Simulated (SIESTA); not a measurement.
PtSe2 (Sudovikovite):

```
CELL_PARAMETERS angstrom
3.72400 0.00000 0.00000
-1.86200 3.22508 0.00000
0.00000 0.00000 5.06200
ATOMIC_POSITIONS crystal
Pt 0.00000 0.00000 0.00000
Se 0.66667 0.33333 0.75000
Se 0.33333 0.66667 0.25000
```

| Quantity | Value |
| --- | --- |
| Program | SIESTA 5.4.2 |
| Task | single point |
| Functional | PBEsol |
| Potentials or basis | PseudoDojo 0.4 standard (PBEsol files) |
| Basis | DZP (energy shift 0.003 Ry; two zetas on semicore shells) |
| Grid cutoff | 800 Ry |
| Energy shift | 0.003 Ry |
| k mesh | 8 × 8 × 5 |
| Occupations | fermi-dirac, width 0.05 eV |
| Spin | no spin polarisation |

On this cell: pressure 6.5 GPa; largest force 0.936 eV/Å; band gap on the k mesh none (metal or under the smearing width).

The same run follows on a disturbed copy (atoms moved at random, drawn with an rms of 0.05 Å):

```
Pt Se
1.0
     3.72400    0.00000    0.00000
    -1.86200    3.22508    0.00000
     0.00000    0.00000    5.06200
Pt Se
1 2
Direct
  0.01133 0.02263 0.00660
  0.65034 0.33135 0.74000
  0.33238 0.65513 0.24631
```

Task: What does the disturbed cell give?

Result: The energy (extrapolated to zero smearing) moves by +42.5 meV/atom; pressure 6.4 GPa; largest force 2.383 eV/Å; band gap on the k mesh none (metal or under the smearing width).

Forces in eV/Å, atoms in the order of the input:
```
Pt  -0.381 -1.959 -1.303
Se   0.539  0.616 -0.234
Se  -0.157  1.342  1.538
```

Stress tensor (GPa, compression positive):
```
 5.48  1.19 -2.25
 1.19  8.51  2.09
-2.25  2.09  5.35
```

Caveats: short orbitals over semicore shells can move pressures by several GPa; the basis of atomic orbitals isn't converged, which shifts pressures, moduli and gaps.
